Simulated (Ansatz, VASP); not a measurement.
## One calculation of Ca, two programs

```
Ca
1.0
     0.00000    4.33185    4.33185
     4.33185    0.00000    4.33185
     4.33185    4.33185    0.00000
Ca
2
Direct
  0.50000 0.50000 0.50000
  0.75000 0.75000 0.75000
```

Alike in both runs: functional r2SCAN; k mesh 12 × 12 × 12; occupations gaussian, width 0.1 eV; no spin polarisation.

Ansatz relaxed the structure, and its values are those at the end. VASP's run is a single point on that final structure, the one shown.

|  | VASP | Ansatz |
| --- | --- | --- |
| version | VASP 6.6.1 | Ansatz 0.2.0 |
| potentials or method | VASP PAW PBE potentials, release 64 (Ca_sv) | scalar-relativistic, plane waves, PAW |
| plane-wave cutoff (eV) | 520 | 500 |
| valence electrons in the cell | 20 | 20 |

```tsv
	VASP	Ansatz	Ansatz less VASP
gap on the k mesh at the Fermi level (eV)	none	none	-
pressure (GPa)	0.0	0.0	0.00
```

A gap of «none» marks a metal or a gap that the smearing closes.

Caveats: the PAW data sets were made with another functional, which shifts forces and pressure a little (VASP).
